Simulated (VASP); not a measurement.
Wanted: the native input for a VASP 6.6.1 run.

```
Task                               : band structure
Functional                         : HSE06
Potentials or basis                : VASP PAW PBE potentials, release 64 (Cd, Te)
Cutoff                             : 520 eV
k mesh                             : 6 × 6 × 6
Occupations                        : gaussian, width 0.02 eV
Spin                               : no spin polarisation
Grid for exact exchange (PRECFOCK) : Fast
Screening parameter                : 0.2 1/A
Further INCAR settings             : ALGO = Normal; EDIFF = 1e-07
```

The system is CdTe.

```
Cd Te
1.0
     0.00000    3.31257    3.31257
     3.31257    0.00000    3.31257
     3.31257    3.31257    0.00000
Cd Te
1 1
Direct
  0.00000 0.00000 0.00000
  0.25000 0.25000 0.25000
```

One way to write it, as run:

POSCAR

```
CdTe                                    
1.0
    0.0000000000      3.3125746679      3.3125746679
    3.3125746679      0.0000000000      3.3125746679
    3.3125746679      3.3125746679      0.0000000000
  Cd              Te            
     1     1
Direct
     1.0000000000000000    0.0000000000000000    0.0000000000000000
     0.2500000000000000    0.2500000000000000    0.2500000000000000
```

INCAR.step1

```
ALGO     = Normal         # electronic algorithm
EDIFF    = 1E-5           # SCF threshold, eV
ENCUT    = 520            # plane-wave cutoff, eV
GGA      = PE             # functional
ISIF     = 2              # what is computed and relaxed
ISMEAR   = 0              # smearing method
KPAR     = 4            
LASPH    = T              # aspherical terms in the spheres
LCHARG   = F              # write CHGCAR
LREAL    = F              # projectors in reciprocal space
LWAVE    = T              # write WAVECAR
NELM     = 60             # most SCF steps
PREC     = Accurate       # precision mode
SIGMA    = 0.02           # smearing width, eV
```

INCAR.step2

```
ALGO     = Normal         # electronic algorithm
EDIFF    = 1E-7           # SCF threshold, eV
ENCUT    = 520            # plane-wave cutoff, eV
GGA      = PE             # functional
HFSCREEN = 0.2            # screening, 1/A
ISIF     = 2              # what is computed and relaxed
ISMEAR   = 0              # smearing method
ISTART   = 1            
KPAR     = 4            
LASPH    = T              # aspherical terms in the spheres
LCHARG   = F              # write CHGCAR
LHFCALC  = T              # exact exchange
LREAL    = F              # projectors in reciprocal space
LWAVE    = F              # write WAVECAR
NELM     = 60             # most SCF steps
PREC     = Accurate       # precision mode
PRECFOCK = Fast         
SIGMA    = 0.02           # smearing width, eV
```

KPOINTS

```
k-points
0
Gamma
  6 6 6
```

KPOINTS_OPT

```
path GXWKGLUWLK,UX
10
line-mode
reciprocal
 0.0000000000  0.0000000000  0.0000000000  G
 0.5000000000  0.0000000000  0.5000000000  X

 0.5000000000  0.0000000000  0.5000000000  X
 0.5000000000  0.2500000000  0.7500000000  W

 0.5000000000  0.2500000000  0.7500000000  W
 0.3750000000  0.3750000000  0.7500000000  K

 0.3750000000  0.3750000000  0.7500000000  K
 0.0000000000  0.0000000000  0.0000000000  G

 0.0000000000  0.0000000000  0.0000000000  G
 0.5000000000  0.5000000000  0.5000000000  L

 0.5000000000  0.5000000000  0.5000000000  L
 0.6250000000  0.2500000000  0.6250000000  U

 0.6250000000  0.2500000000  0.6250000000  U
 0.5000000000  0.2500000000  0.7500000000  W

 0.5000000000  0.2500000000  0.7500000000  W
 0.5000000000  0.5000000000  0.5000000000  L

 0.5000000000  0.5000000000  0.5000000000  L
 0.3750000000  0.3750000000  0.7500000000  K

 0.6250000000  0.2500000000  0.6250000000  U
 0.5000000000  0.0000000000  0.5000000000  X
```

Potentials or basis: VASP PAW PBE potentials, release 64 (Cd, Te).

Launch:

```sh
$ cat potpaw_PBE.64/Cd/POTCAR potpaw_PBE.64/Te/POTCAR > POTCAR
$ cp INCAR.step1 INCAR
$ mpirun -np 4 vasp_std > vasp.out
$ cp INCAR.step2 INCAR
$ mpirun -np 4 vasp_std > vasp.out
```

It gave:

| Item | Value |
| --- | --- |
| Pressure | -1.1 GPa |
| Band gap on the k mesh | 1.35 eV, direct |
| Band gap along the path | 1.35 eV, direct |

Caveat: the PAW data sets were made with another functional, which shifts forces and pressure a little; spin-orbit coupling is left out, which moves the levels of the heavy elements.

Run time: 38 min on 4 MPI ranks on Intel(R) Xeon(R) Platinum 8259CL CPU @ 2.50GHz (Skylake/Cascade Lake), on a shared host, peak memory 0.46 GiB a rank.
